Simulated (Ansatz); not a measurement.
**Eu2O3 and the effect of the fixed moment of the cell**

```yaml
crystal:
  lattice:
    - [3.78830, 0.00000, 0.00000]
    - [-1.89415, 3.28076, 0.00000]
    - [0.00000, 0.00000, 5.82084]
  atoms:
    - { symbol: Eu, position: [0.33333, 0.66667, 0.24244] }
    - { symbol: Eu, position: [0.66667, 0.33333, 0.75756] }
    - { symbol: O, position: [0.33333, 0.66667, 0.65110] }
    - { symbol: O, position: [0.66667, 0.33333, 0.34890] }
    - { symbol: O, position: [0.00000, 0.00000, 0.00000] }
```

The cell comes from a database or a generator and needn't be the stable form of this composition.

Kept alike: task single point; functional PBEsol; k mesh 7 × 7 × 4; occupations fermi-dirac, width 0.05 eV. Program: Ansatz, Ansatz PAW, cutoff 420 eV. The mesh is that of the run's cell of 5 atoms. No spin-orbit coupling.

```csv
"fixed moment of cell, M (μB)",pressure (GPa),largest site moment (μB),free energy over the lowest row (meV/atom)
0,-12.23,0.00,2018.90
3.5,-7.35,1.75,1255.20
7,-7.07,3.57,909.48
10.5,-6.19,5.28,82.94
14,4.00,6.23,0.00
17.5,17.36,6.62,1746.49
21,32.78,6.84,4433.47
```

Pressure is positive in compression, with a Pulay correction for the finite cutoff. The runs hold the magnetic state that their start led to, which needn't be the lowest. Site moments count inside each atom's sphere or projector. All rows use potentials made for PBE.

The pressure rises from -12.23 to 32.78 GPa between 0 and 21 μB. The largest site moment rises from 0.00 to 6.84 μB between 0 and 21 μB. The free energy is lowest at 14, and 4433.47 meV an atom higher at 21.
